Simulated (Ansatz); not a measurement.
# Re: settings compared (Ansatz)

Input:

```yaml
crystal:
  lattice:
    - [-1.636704, 1.636704, 1.347581]
    - [1.636704, -1.636704, 1.347581]
    - [1.636704, 1.636704, -1.347581]
  atoms:
    - { symbol: Re, position: [0.0, 0.0, 0.0] }
  symmetry: { tolerance: 0.0003 }
kpoints:
  mp_grid: { grid: [8, 8, 8], shift: [0, 0, 0] }
magnetization:
  spin_polarized: false
scf:
  occupations: { method: fermi_dirac }
hamiltonian:
  pseudopotentials: { kind: paw }
  xc: r2scan
basis:
  ecutwfc: 500
output:
  forces: true
  stress: true
  eigenvalues: true
  write_density: true
  write_potential: true
  elf: true
  volumetric_format: npy
```

The command:

```bash
ansatz run input.yaml --threads 1 --pin off --max-ram 2560MiB --backend cpu --events-out ev --progress --plain --runs-dir out
```

Origin of the cell: a known structure type with other elements, at an estimated volume, so it need not be a known compound.

The smearing width isn't typed, so it takes its default of 0.1 eV.

Output of this run (shortened):

```
SCF iter   1: F=—  HF=-10880.419387 eV  Δρ=8.30e-3  dr2=3.85e-3  dr2_τ=9.73e-2
SCF iter   2: F=—  HF=-10880.438798 eV  Δρ=5.25e-3  dr2=1.37e-3  dr2_τ=2.36e-4
SCF iter   3: F=—  HF=-10880.439618 eV  Δρ=4.88e-4  dr2=1.68e-5  dr2_τ=1.28e-5
SCF iter   4: F=—  HF=-10880.439627 eV  Δρ=2.23e-4  dr2=1.63e-6  dr2_τ=1.08e-6
SCF iter   5: F=—  HF=-10880.439628 eV  Δρ=6.64e-5  dr2=2.16e-7  dr2_τ=2.37e-7
SCF iter   6: F=-10880.439628 eV  HF=-10880.439628 eV  Δρ=1.66e-5  dr2=1.00e-8  dr2_τ=4.01e-9
SCF 1 converged in 6 iterations: F = -10880.439628 eV  dr2 = 1.00e-8
SCF converged after 6 iterations
Free energy (F): -10880.439628 eV
Harris-Foulkes:  -10880.439628 eV  (|F-HF|=1.07e-8)
Internal energy: -10880.413257 eV  (E = F + TS)
E sigma→0 (E₀):  -10880.426443 eV
Entropy (-TS):   -0.026372 eV (-26.372 meV/atom)
Fermi energy:    25.142969 eV
--- Per-component energies (eV) ---
  E_band       = -79.240874
  E_kinetic    = 544.037842
  E_local      = -749.066456  (includes V_loc(G=0)·N_el)
  E_nonlocal   = 49.538775
  E_hartree    = 271.168806
  E_xc         = -387.645336
  E_vxc        = -341.658112  (∫ρ·V_xc dr)
  E_paw        = -8689.389344  (= ΣΔE_a)
  E_vpaw       = -142.224369  (= ΣTr[D̂ρ^β])
  E_aug_tail   = -0.000036  (compensation charges beyond the density's cutoff)
  E_vtau       = 17.794376  (kinetic-family band-sum trace: ∫τ·v_τ [+ j·A + Jᵃ·Aᵃ] dr)
  E_ewald      = -1918.586638
  E_core_change = -0.470871  (= ΣΔE_core)
  E_smearing   = -0.026372  (= −TS)
  Σ components = -10880.439628   (vs F -10880.439628, Δ=0.00e0)
--- Forces (eV/Å), atoms counted from 1 ---
  atom   1  Re    -0.000000     0.000000    -0.000000
  max |Σ_I F_I| component: 0.0 eV/Å
--- Stress (GPa, compression-positive) ---
        2.231639       0.000000       0.000000
        0.000000       2.231639       0.000000
        0.000000      -0.000000      42.624536
  P = ⅓ Tr σ = 15.6959 GPa (156.959 kbar)
```

The same input was run again with these changes:

1. `kpoints.mp_grid.grid` [8, 8, 8] → [6, 6, 6]; `scf.algorithm` default → direct_min; `magnetization` { spin_polarized: false } → { spin_polarized: true } (starts: small); typed moments: Re1 0.2
2. `hamiltonian.xc` r2scan → pbe; `kpoints.mp_grid.grid` [8, 8, 8] → [6, 6, 6]
3. `basis.ecutwfc` 500 → "250 eV"; `kpoints.mp_grid.shift` [0, 0, 0] → [0.5, 0.5, 0.5]
4. `hamiltonian.xc` r2scan → rpbe

```json
{"run": "base", "end": "converged", "SCF iterations": "6", "P (GPa)": "15.70", "max force component (eV/Å)": "0.000", "moment (μB)": "–", "ΔE(σ→0) (meV/atom)": "0"}
{"run": "1", "end": "converged", "SCF iterations": "11", "P (GPa)": "15.22", "max force component (eV/Å)": "0.000", "moment (μB)": "0.00", "ΔE(σ→0) (meV/atom)": "2.43"}
{"run": "2", "end": "converged", "SCF iterations": "6", "P (GPa)": "21.64", "max force component (eV/Å)": "0.000", "moment (μB)": "–", "ΔE(σ→0) (meV/atom)": "–"}
{"run": "3", "end": "converged", "SCF iterations": "6", "P (GPa)": "25.43", "max force component (eV/Å)": "0.000", "moment (μB)": "–", "ΔE(σ→0) (meV/atom)": "1225.49"}
{"run": "4", "end": "converged", "SCF iterations": "6", "P (GPa)": "26.08", "max force component (eV/Å)": "0.000", "moment (μB)": "–", "ΔE(σ→0) (meV/atom)": "–"}
```

Energies are compared only where functional, datasets, charge and starting cell are the same.

Not properties of the system: run 1 (too coarse or loose: `kpoints.mp_grid.grid` = [6, 6, 6]), run 2 (too coarse or loose: `kpoints.mp_grid.grid` = [6, 6, 6]), run 3 (too coarse or loose: `basis.ecutwfc` = "250 eV").

Caveats of the base run: no moments, though an odd count or open d shells may carry them; no spin-orbit coupling, though heavy elements are present; the k mesh is coarse if the cell is a metal.

Run 1: a starting moment was lost.
Run 3: the cutoff lies below the datasets' advice.
Run 4: forces of this functional can be a tenth off on datasets made under PBE.

Time of the base run: 1.1 s of wall time on 1 CPU thread(s) of a shared host, from the program's own first density.
